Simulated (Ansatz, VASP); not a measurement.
Hf in VASP and in Ansatz

```
Hf
1.0
     3.13200    0.00000    0.00000
    -1.56600    2.71239    0.00000
     0.00000    0.00000    4.95543
Hf
2
Direct
  0.33333 0.66667 0.25000
  0.66667 0.33333 0.75000
```

Change from the starting cell: volume scaled by 0.9405, PAW files.

Alike in both runs: task electric field gradients; functional PBE; k mesh 13 × 13 × 7; occupations fermi-dirac, width 0.05 eV; no spin polarisation.

```csv
,VASP,Ansatz
version,VASP 6.6.1,Ansatz 0.2.0
potentials or method,"VASP PAW PBE potentials, release 64 (Hf_pv)","PAW with Ansatz's default frozen-core files, scalar-relativistic"
plane-wave cutoff (eV),520,420
valence electrons in the cell,20,52
```

|  | VASP | Ansatz | Ansatz less VASP |
| --- | --- | --- | --- |
| pressure (GPa) | 7.8 | 8.3 | +0.45 |
| largest component of the traceless stress (GPa) | 0.18 | 0.27 | +0.089 |
| Vzz of the field gradient on the site that differs most (V/Å²) | 95.4 | 106.0 | +10.58 |

The functional is the same, so the differences come from potentials, cutoffs and numerics. The two sets of potentials don't hold the same shells in valence. Ansatz warned: «gradients_without_spin_orbit».

Spin-orbit coupling is left out, which matters for the levels of Hf.
